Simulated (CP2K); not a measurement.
A run of CP2K 2026.2:

Contents of hgte_bands.inp:

```
&GLOBAL
  PROJECT hgte_bands
  RUN_TYPE ENERGY_FORCE
  PRINT_LEVEL LOW
&END GLOBAL
&FORCE_EVAL
  METHOD QS
  STRESS_TENSOR ANALYTICAL
  &DFT
    BASIS_SET_FILE_NAME BASIS_MOLOPT_UZH
    POTENTIAL_FILE_NAME POTENTIAL_UZH
    &MGRID
      CUTOFF 675
      REL_CUTOFF 60
      NGRIDS 5
    &END MGRID
    &QS
      METHOD GPW
      EPS_DEFAULT 1.0E-9
    &END QS
    &KPOINTS
      SCHEME MONKHORST-PACK 10 10 10
      GAMMA_CENTERED T
      SYMMETRY T
      SYMMETRY_BACKEND SPGLIB
    &END KPOINTS
    &SCF
      SCF_GUESS ATOMIC
      EPS_SCF 1.0E-6
      MAX_SCF 100
      ADDED_MOS 10
      CHOLESKY OFF
      EPS_EIGVAL 1.0E-7
      &DIAGONALIZATION ON
        ALGORITHM STANDARD
      &END DIAGONALIZATION
      &MIXING ON
        METHOD BROYDEN_MIXING
        ALPHA 0.4
        BETA 1.5
        NBUFFER 8
      &END MIXING
      &SMEAR ON
        METHOD FERMI_DIRAC
        ELECTRONIC_TEMPERATURE [K] 1160.452
      &END SMEAR
    &END SCF
    &XC
      &XC_FUNCTIONAL
        &MGGA_X_R2SCAN
        &END MGGA_X_R2SCAN
        &MGGA_C_R2SCAN
        &END MGGA_C_R2SCAN
      &END XC_FUNCTIONAL
    &END XC
    &PRINT
      &KPOINTS ON
      &END KPOINTS
      &MULLIKEN ON
      &END MULLIKEN
      &MO ON
        ENERGIES T
        OCCUPATION_NUMBERS T
        &EACH
          QS_SCF 0
        &END EACH
        ADD_LAST NUMERIC
      &END MO
      &BAND_STRUCTURE
        FILE_NAME bands.bs
        ADDED_MOS 6
        &KPOINT_SET
          UNITS B_VECTOR
          NPOINTS 10
          SPECIAL_POINT GAMMA 0.00000000 0.00000000 0.00000000
          SPECIAL_POINT X 0.00000000 0.00000000 0.50000000
          SPECIAL_POINT M -0.50000000 0.50000000 0.50000000
          SPECIAL_POINT GAMMA 0.00000000 0.00000000 0.00000000
          SPECIAL_POINT Z 0.31554115 0.31554115 -0.31554115
          SPECIAL_POINT P 0.25000000 0.25000000 0.25000000
          SPECIAL_POINT N 0.00000000 0.50000000 0.00000000
          SPECIAL_POINT Z1 -0.31554115 0.68445885 0.31554115
          SPECIAL_POINT M -0.50000000 0.50000000 0.50000000
        &END KPOINT_SET
        &KPOINT_SET
          UNITS B_VECTOR
          NPOINTS 10
          SPECIAL_POINT X 0.00000000 0.00000000 0.50000000
          SPECIAL_POINT P 0.25000000 0.25000000 0.25000000
        &END KPOINT_SET
      &END BAND_STRUCTURE
    &END PRINT
  &END DFT
  &SUBSYS
    &CELL
      A 4.5807373659 0.0000000000 0.0000000000
      B -3.5190045688 2.9325350228 0.0000000000
      C -0.5308663985 -1.4662675114 4.3071330682
      PERIODIC XYZ
    &END CELL
    &COORD
      Hg  2.2903686830 0.0000000000 2.1535665341
      Te  0.0000000000 0.0000000000 0.0000000000
    &END COORD
    &KIND Hg
      BASIS_SET TZVP-MOLOPT-SCAN-GTH-q12
      POTENTIAL GTH-SCAN-q12
    &END KIND
    &KIND Te
      BASIS_SET TZVP-MOLOPT-SCAN-GTH-q6
      POTENTIAL GTH-SCAN-q6
    &END KIND
    &PRINT
      &ATOMIC_COORDINATES ON
      &END ATOMIC_COORDINATES
      &CELL ON
      &END CELL
    &END PRINT
  &END SUBSYS
  &PRINT
    &FORCES ON
    &END FORCES
    &STRESS_TENSOR ON
    &END STRESS_TENSOR
  &END PRINT
&END FORCE_EVAL
```

Potentials or basis: POTENTIAL_UZH Hg GTH-SCAN-q12, Te GTH-SCAN-q6; TZVP-MOLOPT-SCAN-GTH basis.

Run with:

```bash
$ OMP_NUM_THREADS=1 cp2k.psmp -i hgte_bands.inp -o hgte_bands.out
```

Hardware: 1 thread of Arm Neoverse V2 (shared host).

Question: Estimate the wall time of this run.

Answer: Run time: 72 s on 1 thread of Arm Neoverse V2 (shared host), peak memory 0.44 GiB. Counts: scf iterations 15, k points 102, basis 51, bands 19, force evaluations 1.
